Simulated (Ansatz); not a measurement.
# Relaxing TiO₂

All numbers below come from DFT PBE, scalar-relativistic, plane waves, PAW (Ansatz 0.2.0). Cutoff 420 eV, Γ-centred k mesh, Gaussian smearing, no spin polarisation in the final step.

A relaxed cell is given with its space group left out.

```
Ti O
1.0
    -1.89960    1.89960    4.84886
     1.89960   -1.89960    4.84886
     1.89960    1.89960   -4.84886
Ti O
2 4
Cartesian
  0.0000 0.0000 0.0000
  0.0000 1.8996 2.4244
  0.0000 1.8996 4.4268
  0.0000 0.0000 2.0024
  0.0000 1.8996 0.4220
  0.0000 0.0000 7.6953
```

Formation energies are uncorrected and refer to the elements' standard structures at the same level (O₂ as a molecule).

What space group does it have?

I4_1/amd (No. 141). Conventional cell: a = 3.799 Å, c = 9.698 Å. Around Ti lie 6 O at 1.95–2.00 Å; O has 3 Ti at 1.95–2.00 Å.

How far does it lie from the elements in energy?

-3.049 eV/atom.

Is it a metal?

No, the gap on the 10×10×10 mesh is 2.14 eV.

The final run used a 10×10×10 mesh on its 6-atom cell and 0.02 eV smearing.

Cost: 2 runs of about 1.2 core-minutes in all, on Arm Neoverse V2 (shared hosts).